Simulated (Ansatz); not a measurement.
# Ir (Iridium): the cost of one run

Computed with Ansatz 0.2.0 (DFT PBE+D3(BJ), scalar-relativistic, plane waves, PAW, unless a step's input says otherwise).

The COD entry's cell or inner coordinates are ideal or old and differ from later refinements, so a difference from it is no clean test against experiment.

1 further run of the same task is left out (set aside as unsound or not needed).

### Step 1. The system as given

It takes space group Fm-3m (No. 225, cubic). Conventional cell: a = 3.841 Å, b = 3.841 Å, c = 3.841 Å, α = 90.00°, β = 90.00°, γ = 90.00°. Ir (site symmetry m-3m) has 12 Ir at 2.72 Å as nearest neighbours.

As a file:

```xyz
1
Lattice="0.0000 1.9203 1.9203 1.9203 0.0000 1.9203 1.9203 1.9203 0.0000" Properties=species:S:1:pos:R:3 pbc="T T T"
Ir    0.0000    0.0000    0.0000
```

It is the result of an earlier relaxation at this level (volume 14.16 Å³/atom; gap on the mesh: none (metal)).

### Step 2. The slab

Miller indices refer to the conventional cell of the relaxed bulk, Fm-3m (No. 225): a = 3.841 Å, b = 3.841 Å, c = 3.841 Å, α = 90.00°, β = 90.00°, γ = 90.00°.

A (110) slab, 6.8 Å thick as cut, with 17 Å of vacuum, in a 2×2 surface cell; its outer planes are Ir (top) and Ir (bottom).

The slab as cut. Its planes from the bottom up:

```csv
plane,atoms per cell,height over the lowest (Å)
1,Ir4,0.00
2,Ir4,1.36
3,Ir4,2.72
4,Ir4,4.07
5,Ir4,5.43
6,Ir4,6.79
```

### Step 3. The clean surface, relaxed

input.yaml reads:

```yaml
crystal:
  lattice:
    - [5.4313532987, 0.0, 0.0]
    - [0.0, 7.6810934971, 0.0]
    - [0.0, 0.0, 23.7891916234]
  atoms:
    - { symbol: Ir, position: [0.25, 0.25, 0.3573051214] }
    - { symbol: Ir, position: [0.25, 0.75, 0.3573051214] }
    - { symbol: Ir, position: [0.75, 0.25, 0.3573051214] }
    - { symbol: Ir, position: [0.75, 0.75, 0.3573051214] }
    - { symbol: Ir, position: [0.5, 0.5, 0.4143830728] }
    - { symbol: Ir, position: [0.5, 0.0, 0.4143830728] }
    - { symbol: Ir, position: [0.0, 0.5, 0.4143830728] }
    - { symbol: Ir, position: [0.0, 0.0, 0.4143830728] }
    - { symbol: Ir, position: [0.75, 0.75, 0.4714610243] }
    - { symbol: Ir, position: [0.75, 0.25, 0.4714610243] }
    - { symbol: Ir, position: [0.25, 0.75, 0.4714610243] }
    - { symbol: Ir, position: [0.25, 0.25, 0.4714610243] }
    - { symbol: Ir, position: [0.0, 0.0, 0.5285389757] }
    - { symbol: Ir, position: [0.0, 0.5, 0.5285389757] }
    - { symbol: Ir, position: [0.5, 0.0, 0.5285389757] }
    - { symbol: Ir, position: [0.5, 0.5, 0.5285389757] }
    - { symbol: Ir, position: [0.25, 0.25, 0.5856169272] }
    - { symbol: Ir, position: [0.25, 0.75, 0.5856169272] }
    - { symbol: Ir, position: [0.75, 0.25, 0.5856169272] }
    - { symbol: Ir, position: [0.75, 0.75, 0.5856169272] }
    - { symbol: Ir, position: [0.5, 0.5, 0.6426948786] }
    - { symbol: Ir, position: [0.5, 0.0, 0.6426948786] }
    - { symbol: Ir, position: [0.0, 0.5, 0.6426948786] }
    - { symbol: Ir, position: [0.0, 0.0, 0.6426948786] }
basis:
  ecutwfc: 420
kpoints:
  mp_grid: { grid: [6, 4, 1] }
hamiltonian:
  xc: pbe
  dispersion: d3bj
scf:
  occupations: { method: gaussian, width: 0.1 }
output:
  forces: true
  eigenvalues: true
  write_density: true
  write_potential: true
  elf: true
  volumetric_format: npy
relax:
  adjacent_minimum: "off"
  f_tol: 0.03
  max_steps: 70
  constraints: [{ sites: [0, 1, 2, 3, 4, 5, 6, 7, 8, 9, 10, 11] }]
efield:
  axis: 3
  dipole_correction: true
```

On the command line:

```sh
> ansatz run input.yaml --threads 8 --pin off --max-ram 22528MiB --backend cpu --events-out ev --progress --plain --runs-dir out
```

What time and memory should one allow on 8 threads of Arm Neoverse V1, shared host?

About 5.8 min, with a peak of 8.4 GiB.
